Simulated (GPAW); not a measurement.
Crystal: ZnS.

```
Zn S
1.0
     0.00000    2.70200    2.70200
     2.70200    0.00000    2.70200
     2.70200    2.70200    0.00000
Zn S
1 1
Cartesian
  4.0530 4.0530 4.0530
  0.0000 0.0000 0.0000
```

Base run:

```yaml
Program: GPAW 26.7.0
Functional: revPBE
Potentials_or_basis: the program's PAW data sets (release 1.2.1) made for this functional
Cutoff: 600 eV
Basis: pw
k_mesh: 9 × 9 × 9
Occupations: fermi-dirac, width 0.05 eV
Spin: no spin polarisation
```

Its results: band gap on the k mesh 2.23 eV, direct; pressure 3.7 GPa.

**Question.** After a change of settings the same cell gave: band gap on the k mesh 1.86 eV, direct; pressure -4.9 GPa. Which change was it?
A. functional from revPBE to PBE; potentials or basis from the program's PAW data sets (release 1.2.1) made for this functional to GPAW PAW data sets (gpaw-data 1.2.1)
B. functional from revPBE to LDA; band points from 100 to 80
C. functional from revPBE to BLYP; potentials or basis from the program's PAW data sets (release 1.2.1) made for this functional to PAW data sets generated in the run's folder for this functional
D. functional from revPBE to PBEsol; potentials or basis from the program's PAW data sets (release 1.2.1) made for this functional to PAW data sets generated in the run's folder for this functional

**Answer.** B.
